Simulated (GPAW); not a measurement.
Crystal: Al2Au.

```
CELL_PARAMETERS angstrom
0.00000 3.00000 3.00000
3.00000 0.00000 3.00000
3.00000 3.00000 0.00000
ATOMIC_POSITIONS crystal
Au 0.00000 0.00000 0.00000
Al 0.75000 0.75000 0.75000
Al 0.25000 0.25000 0.25000
```

Program: GPAW 26.7.0. Alike in all runs: task band structure; no spin polarisation; cell as given; k mesh 8 × 8 × 8; cutoff (eV) 600; smearing fermi-dirac 0.05 eV.

Task: Order these runs on this cell by their pressure, lowest first.
A. level BLYP; potentials or basis PAW data sets generated in the run's folder for this functional, pw; eigensolver davidson
B. level LDA; potentials or basis the program's PAW data sets (release 1.2.1) made for this functional, pw
C. level PW91; potentials or basis PAW data sets generated in the run's folder for this functional, pw
D. level PBEsol; potentials or basis PAW data sets generated in the run's folder for this functional, pw

Result: B (-2.3 GPa), D (0.5 GPa), C (3.5 GPa), A (7.3 GPa).

Caveats: with this Au data set, volumes or pressures lay over 1.5 % or 2 GPa off other programs in two to four cells of ten.
